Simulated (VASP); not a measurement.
# Relaxed cell volume of zinc-blende BP from LDA, GGA and r2SCAN functionals, with and without dispersion terms

Boron phosphide is held together by a three-dimensional net of covalent bonds, with no gap between layers or molecules for dispersion to close. Yet adding D3(BJ) to PBE shrinks the relaxed cell by 2.7 %, while adding rVV10 to r2SCAN shrinks it by only 0.3 %. The question is how far each of eight levels lies from the diffraction cell of 11.68 Å³ per atom, and how far the dispersion term moves the volume for the two functionals, PBE and r2SCAN, that were run both with and without one. It matters because an error in volume passes into elastic constants, phonons and band gaps. Symmetry fixes the atomic sites, so the cell length is the only quantity that relaxes.

## Calculations

The start is the cell of a diffraction database, 11.68 Å³ per atom, whose temperature is that of the entry, mostly ambient. VASP 6.6.1, plane waves with PAW, cutoff 520 eV; cell and atoms fully relaxed at zero pressure at each level, static lattice, no spin polarisation, no spin-orbit coupling. All ran on Intel(R) Xeon(R) 6975P-C (Granite Rapids), shared with other work, so times are rough. All levels use the PAW data sets made with PBE. Non-spherical gradient terms inside the PAW spheres (LASPH) are on in the rows so marked and off in the others; they change results slightly and raise the cost.

Notes on method and selection:

- The diffraction cell holds zero-point and thermal expansion, typically 0.5 to 2 % in volume at room temperature, which a static relaxation lacks.
- Crystals whose PBE volume lies more than 1.5 % under or 25 % over the diffraction cell, or whose cell differs by over 0.3 % from another measurement, were left out.
- Non-spherical gradient terms in the PAW spheres (LASPH) were on for r2SCAN with and without rVV10, and off for all other rows, AM05 and BLYP + D3(BJ) included; this difference bears on volumes and cost.
- Runs that did not converge, have known faults or may not be shown are not listed, and runs on Ansatz's PAW sets soft_1 and soft_2 are kept to separate tables.

Columns:

- volume error (%): relaxed volume relative to the diffraction cell.
- volume (Å³/atom): relaxed volume per atom.
- cost per step (core-s): processor time per ionic step of the relaxation.

Input lines of one member:

```
PREC = Accurate
ENCUT = 520
EDIFF = 1E-06
NELM = 100
ISMEAR = -1
SIGMA = 0.05
LREAL = .FALSE.
ALGO = Normal
GGA = CA
NBANDS = 10
LORBIT = 11
KPAR = 2
IBRION = 2
NSW = 60
ISIF = 3
```

Command (options for logging and memory left out): `mpirun -np 2 vasp_std`

## Numbers

| member | volume error (%) | volume (Å³/atom) | cost per step (core-s) | remark |
| --- | --- | --- | --- | --- |
| PBE | 0.55 | 11.745 | 3.1 |  |
| r2SCAN | −0.40 | 11.635 | 11 | LASPH on |
| r2SCAN + rVV10 | −0.74 | 11.595 | 39 | LASPH on |
| AM05 | −1.25 | 11.536 | 4.9 |  |
| PBE + D3(BJ) | −2.15 | 11.430 | 3.1 |  |
| BLYP + D3(BJ) | −2.23 | 11.421 | 7.3 |  |
| LDA | −2.58 | 11.380 | 3.5 |  |
| revPBE + D3(BJ) | −3.75 | 11.244 | 4 |  |

## Mechanism

Only PBE lies above the diffraction cell (+0.55 %). As tabulated, r2SCAN is nearest (−0.40 %) and revPBE + D3(BJ) farthest (−3.75 %). Among the four levels without a dispersion term the volume rises from LDA through AM05 and r2SCAN to PBE. LDA overbinds, and gradient corrections weaken the bonds by favouring a more inhomogeneous density. From LDA to PBE the error moves by 0.55 + 2.58 = 3.13 percentage points, somewhat more than the 0.55 + 2.15 = 2.70 points by which D3(BJ) moves PBE. The choice of functional therefore matters as much as the dispersion term.

The simplest model treats dispersion as a small inward pressure on an elastic solid.

1. The energy is a sum, E(V) = E_s(V) + E_d(V), of the functional's own energy and the dispersion energy.

2. Near its minimum V_s the first part is harmonic, E_s ≈ constant + B(V − V_s)²/(2V_s), where B is the bulk modulus.

3. The dispersion energy is negative and weakens as the atoms move apart, so its slope p = dE_d/dV is positive. It is taken as constant over the small change in volume.

4. At zero external pressure the total slope vanishes: B(V − V_s)/V_s + p = 0.

This gives V = V_s(1 − x), with x = p/B. A dispersion term always contracts the cell in this model, and for the same p it contracts a soft solid more than a stiff one.

To predict one level from another, a further assumption is needed. In its strongest form, V_s is the same for every functional and x is the same for every dispersion term, with x = 0 where there is none. Two parameters then describe the whole table, and the misses show which part of the assumption is wrong.

## Testing the model

The model is fixed on PBE and PBE + D3(BJ). PBE gives V_s = 11.745 Å³ per atom, and the pair gives

x = (11.745 − 11.430) / 11.745 = 0.02682.

Four other members follow, in Å³ per atom, with the miss taken as table minus model:

- r2SCAN + rVV10: 11.745 × (1 − 0.02682) = 11.430; table 11.595, miss +0.165.
- BLYP + D3(BJ): 11.745 × (1 − 0.02682) = 11.430; table 11.421, miss −0.009.
- revPBE + D3(BJ): 11.745 × (1 − 0.02682) = 11.430; table 11.244, miss −0.186.
- LDA: 11.745 × (1 − 0) = 11.745; table 11.380, miss −0.365.

For the remaining two members, r2SCAN and AM05, the model also gives 11.745, with misses of −0.110 and −0.209. The mean size of the six misses is

(0.165 + 0.009 + 0.186 + 0.365 + 0.110 + 0.209) / 6 = 0.174 Å³ per atom.

The same six volumes scatter about their own mean by roughly 0.12 Å³ per atom on average. The model thus does worse than that mean and gives no rule for estimating a further functional.

The contraction can be tested separately by letting r2SCAN keep its own V_s:

11.635 × (1 − 0.02682) = 11.323 Å³ per atom.

The table has 11.595 for r2SCAN + rVV10. The predicted contraction is 11.635 − 11.323 = 0.312, whereas the calculated one is 11.635 − 11.595 = 0.040, about eight times smaller. A contraction found for one pair of functional and dispersion term cannot be carried over to another.

## Exceptions

Both halves of the assumption fail. The LDA miss of −0.365 Å³ per atom involves no dispersion term, so it belongs entirely to V_s, which differs between functionals.

The r2SCAN pair shows that x is not common either. The likely reason, which these rows do not test, is that r2SCAN already describes part of the attraction at intermediate range, so the rVV10 term paired with it is adjusted to add little at short distances.

revPBE + D3(BJ) departs the other way, by −0.186 Å³ per atom. The revPBE exchange is known to bind solids more weakly than PBE, which by itself would enlarge the cell. Its D3(BJ) term must therefore contract the cell by more than 11.745 − 11.244 = 0.501 Å³ per atom, against 0.315 for PBE. The damping is fitted separately for each functional, and a more repulsive functional receives a stronger correction at bonding and second-neighbour distances.

BLYP also tends to give large cells, so its close match with the model probably reflects a cancellation between weak binding and a strong correction.

## Cost

D3(BJ) adds no visible cost to PBE: both rows take 3.1 core-s per ionic step. r2SCAN, with LASPH on, takes 11 / 3.1 = 3.5 times as long as PBE. Adding rVV10 multiplies the time by a further 39 / 11 = 3.5 and changes the volume by only 0.34 %, less than the uncertainty in the expansion correction. For the volume of BP alone, that expense buys little. BLYP + D3(BJ) takes 7.3 core-s against 4 for revPBE + D3(BJ), although both combine a gradient-corrected functional with the same kind of dispersion term. It did not need more electronic iterations; each one took more processor time. The time per iteration is nearly the same for LDA, PBE and the D3(BJ) versions of PBE and revPBE, higher for AM05 and higher still for BLYP + D3(BJ). This points to the work of evaluating the functional itself, which can weigh noticeably in so small a cell. That part was not timed separately, so the cause remains an inference.

## What to take away

For BP, both dispersion terms that can be compared with their parent functional contract the cell, by amounts specific to the pair. Whether that is an improvement depends on zero-point and thermal expansion, which the static cells lack. Including it would shift every signed error upwards by roughly 0.5 to 2 percentage points. This is less than the full spread of 0.55 + 3.75 = 4.30 points but enough to reorder the levels: PBE is nearer than PBE + D3(BJ) only if the expansion is below (2.15 − 0.55) / 2 = 0.80 %.

LASPH, on only for the two r2SCAN rows, and the shared PBE data sets may shift volumes slightly, so close rankings across functionals are unsafe. Because crystals with a PBE volume far from diffraction were left out, the small PBE error says little about PBE in general.

[Logs are printed without paths, hosts, clocks, repeated set-up lines and the standing remarks that a program may print on its own settings, such as how far it seeks lower states.]
